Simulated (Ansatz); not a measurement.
# The gap of Sb2S3 (Stibnite): a ladder of methods and an error budget, part 2 of 2

Aim: a best estimate of the quasiparticle gap of Sb2S3 (Stibnite), with each correction and its cost laid out.

Ansatz 0.2.0; density functionals, hybrids, G0W0, plane waves, PAW. Known limits of the many-body steps: not at the basis limit; no spin-orbit coupling; coarse k mesh.

So far. Step 13 (G0W0@HSE06, 2×4×2 mesh, 676 empty bands, screening to …): Against the run with 2×4×2 mesh, 676 empty bands, screening to 72 eV on PBE, the gap moves by +0.24 eV, while the start moved by +0.51 eV. Step 14 (G0W0@PBE, 2×4×2 mesh, 676 empty bands, screening to 72 …): Against the run with 2×4×2 mesh, 676 empty bands, screening to 72 eV, the gap moves by −0.03 eV.

In doubt: masses and optical values from hybrid runs of this build are listed as unsure (step 13), which bears on the screening that GW takes from such a start.

## 15. G0W0@PBE, 2×4×2 mesh, 676 empty bands, screening to 72 eV, hard PAW files

Other atomic data (hard PAW) test the pseudisation: the cutoff goes from 420 to 510 eV and the valence electrons from 192 to 240, which opens shells that were frozen.

File input.yaml:

```yaml
crystal:
  lattice:
    - [11.311, 0.0, 0.0]
    - [0.0, 3.8389, 0.0]
    - [0.0, 0.0, 11.223]
  atoms:
    - { symbol: Sb, position: [0.47061, 0.25, 0.32595] }
    - { symbol: Sb, position: [0.02939, 0.75, 0.82595] }
    - { symbol: Sb, position: [0.97061, 0.25, 0.17405] }
    - { symbol: Sb, position: [0.52939, 0.75, 0.67405] }
    - { symbol: Sb, position: [0.35059, 0.75, 0.03602] }
    - { symbol: Sb, position: [0.14941, 0.25, 0.53602] }
    - { symbol: Sb, position: [0.85059, 0.75, 0.46398] }
    - { symbol: Sb, position: [0.64941, 0.25, 0.96398] }
    - { symbol: S, position: [0.29214, 0.25, 0.19181] }
    - { symbol: S, position: [0.20786, 0.75, 0.69181] }
    - { symbol: S, position: [0.79214, 0.25, 0.30819] }
    - { symbol: S, position: [0.70786, 0.75, 0.80819] }
    - { symbol: S, position: [0.5498, 0.75, 0.123] }
    - { symbol: S, position: [0.9502, 0.25, 0.623] }
    - { symbol: S, position: [0.0498, 0.75, 0.377] }
    - { symbol: S, position: [0.4502, 0.25, 0.877] }
    - { symbol: S, position: [0.3751, 0.75, 0.4389] }
    - { symbol: S, position: [0.1249, 0.25, 0.9389] }
    - { symbol: S, position: [0.8751, 0.75, 0.0611] }
    - { symbol: S, position: [0.6249, 0.25, 0.5611] }
kpoints:
  mp_grid: { grid: [2, 4, 2] }
hamiltonian:
  xc: pbe
  pseudopotentials: { kind: paw, source: ansatz }
scf:
  occupations: { method: fixed }
gw:
  n_empty_bands: 676
  ecut_chi: 72
  qp_bands: [v2, c2]
  qp_kpoints: band_edges
  screening: { model: contour_deformation }
```

Started as:

```
ansatz run input.yaml --threads 32 --pin off --max-ram 129024MiB --backend cuda --events-out ev --progress --plain --runs-dir out --devices 1 --max-vram 157GiB  # rebuilt from the run's record
```

Elapsed: 36 s, on 1 × NVIDIA GB200 with 32 threads of Arm Neoverse V2, shared host; peak memory 5.1 GiB; 1.9 min of CPU time.

This step gave:

```yaml
bands_summed: 796
rpa_eps_infinity_on_this_mesh_eigenvalues: 8.727, 13.10, 13.40
plane_waves_in_the_screening_matrix: 693
g0w0_gap_on_the_mesh: 1.608 eV
k_of_the_valence_top: 0, 0, 0
k_of_the_conduction_bottom: 0, 0, -0.5
starting_gap_on_the_mesh: 1.309 eV
least_direct_g0w0_gap_on_the_computed_points: 1.638 eV
```

Against the run with 2×4×2 mesh, 676 empty bands, screening to 72 eV, the gap moves by +0.0002 eV.

## 16. G0W0@PBEsol, 2×4×2 mesh, 676 empty bands, screening to 72 eV

This step: G0W0 on PBEsol, plane waves, PAW.

input.yaml, as its differences from that of step 15:

```diff
@@ -29,4 +29,3 @@
 hamiltonian:
-  xc: pbe
-  pseudopotentials: { kind: paw, source: ansatz }
+  xc: pbesol
 scf:
```

Wall time 26 s (1 × NVIDIA GB200 with 32 threads); peak memory 4.1 GiB.

This step gave:

| Property | Result |
| --- | --- |
| bands summed | 772 |
| RPA ε∞ on this mesh (eigenvalues) | 9.225, 13.79, 14.03 |
| plane waves in the screening matrix | 693 |
| G0W0 gap on the mesh | 1.600 eV |
| k of the valence top | 0, 0, 0 |
| k of the conduction bottom | 0, 0, -0.5 |
| starting gap on the mesh | 1.241 eV |
| least direct G0W0 gap on the computed points | 1.632 eV |

Against the run with 2×4×2 mesh, 676 empty bands, screening to 72 eV on HSE06, the gap moves by −0.25 eV, while the start moved by −0.57 eV.

## 17. The ladder

Times are wall times on 1 × NVIDIA GB200 with 32 threads of Arm Neoverse V2, shared host, good to a factor of about two. G0W0 rows are gaps on the mesh, lowered by the amount that the mesh misses the start's edges, a rough step that assumes the same correction there.

```csv
level,gap (eV),least direct gap (eV),time
PBE,1.30,1.39,2.3 s
LDA,1.21,1.27,1.7 s
PBEsol,1.23,1.31,1.8 s
PBE+SOC,1.25,1.31,3.2 s
HSE06,1.82,1.90,15 s
PBE0,2.43,2.51,16 s
DDH-PBE0,1.65,1.74,23 s
G0W0@PBE (239 empty bands),1.52,-,14 s
G0W0@PBE (676 empty bands),1.60,-,27 s
G0W0@PBE (1454 empty bands),1.66,-,70 s
G0W0@HSE06 (676 empty bands),1.85,-,97 s
"G0W0@PBE (676 empty bands, plasmon pole)",1.57,-,25 s
"G0W0@PBE (676 empty bands, hard PAW)",1.60,-,36 s
G0W0@PBEsol (676 empty bands),1.59,-,26 s
```

## 18. Adding up the best estimate

```csv
term,eV,running total (eV)
"G0W0 on the mesh, top rung",1.666,1.666
"to the limit, by a line in one over the bands through the two top rungs",+0.058,1.724
band edges off the mesh,−0.005,1.719
"spin-orbit change, from PBE",−0.057,1.661
```

Changes that are not added in, each against a run with equal bands and cutoff:

```csv
change,eV
start HSE06,+0.24
plasmon pole in place of full frequency,−0.03
hard PAW files,+0.0002
start PBEsol,−0.01
```

## 19. What came out

| Item | Value |
| --- | --- |
| PBE gap | 1.30 eV, indirect |
| HSE06 | 1.82 eV |
| PBE0 | 2.43 eV |
| DDH-PBE0 | 1.65 eV |
| G0W0, top rung on the mesh | 1.67 eV |
| best estimate, G0W0@PBE with spin-orbit change | 1.66 eV |
| GW settings of the top rung | 2×4×2 mesh, 1454 empty bands, screening to 120 eV |
| known limits | one-shot GW, static lattice; one k mesh, untested; coarse k mesh |

**Reading.** The best estimate for G0W0@PBE is 1.66 eV, indirect by PBE+SOC, against 1.25 eV at the start (both with spin-orbit coupling). The pair of rungs below gives a limit −0.06 eV away. Of the changes left open the largest, +0.24 eV, comes from starting at HSE06. Among the functionals DDH-PBE0 comes nearest: −0.07 eV from the estimate without its spin-orbit term (1.72 eV). HSE06 is about as near. That ranking leans on the start chosen for G0W0. The RPA ε∞ on the GW mesh averages 11.7 against 12.7 from perturbation theory, which takes a denser mesh of its own and holds the xc response as well. All runs took 6.3 min, 78 % of it in G0W0. Against experiment, by the best estimate: the gap of 1.66 eV lies −0.04 eV from the measured 1.7 eV (optical, 2019); the gap of 1.66 eV lies −0.07 eV from the measured 1.73 eV (optical, 2021); the gap of 1.66 eV lies +0.01 eV from the measured 1.65 eV (optical, 2019). An exciton line or allowed optical edge lies below the quasiparticle gap by the binding energy; a forbidden edge can push the onset above it. The calculation has static nuclei and no excitons; a measured gap holds zero-point and thermal motion, which mostly lowers it. The 2×4×2 mesh is coarse for this cell (its supercell is 15 Å along the shortest edge). The RPA ε∞ on it, from the PBE start, is 8.71, 13.04 and 13.33; such meshes misread the long-range screening, most where the gap is narrow.

[Paths, hosts, dates, memory and timing lines, banners, echoed tables and standing remarks are left out of the program output.]

[Logs are printed without paths, hosts, clocks, repeated set-up lines and the standing remarks that a program may print on its own settings, such as how far it seeks lower states.]

[Runs of the session that timed out or met a known fault of the program may be left out.]

[Cells called generated may have been cut or substituted from an entry of the Crystallography Open Database or the Materials Project.]

[Hosts, paths, dates, database ids (printed as entryN), source tags and the programs' standing remarks are cut or masked in the printed files.]
